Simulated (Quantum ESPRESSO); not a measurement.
Slab: P, a slab with vacuum.

```
P
1.0
     3.28373    0.00000    0.00000
     0.00000   34.85703    0.00000
     0.00000    0.00000    4.63208
P
4
Cartesian
  1.6419 33.8204 4.2052
  1.6419 1.0366 0.4268
  0.0000 1.0366 1.8892
  0.0000 33.8204 2.7429
```

Base run:

```yaml
Program: Quantum ESPRESSO 7.5
Functional: r2SCAN
Potentials_or_basis: SG15 PBE 1.2
Cutoff: 599 eV
Density_cutoff: 2395 eV
k_mesh: 8 × 1 × 6
Occupations: fermi-dirac, width 0.05 eV
Spin: no spin polarisation
```

Its results: band gap on the k mesh 1.08 eV, direct; largest force 0.238 eV/Å.

**Question.** The run is repeated on the same cell with these changes: functional from r2SCAN to PBEsol; potentials or basis from SG15 PBE 1.2 to GBRV 1.5 PBEsol; cutoff from 599 eV to 612 eV; density cutoff from 2395 eV to 4898 eV. What comes out?

**Answer.** Band gap on the k mesh 0.88 eV, direct; largest force 0.271 eV/Å.

Caveats: the potentials were made for another functional, which shifts forces and pressure (some runs); some levels on the path didn't converge (some runs).
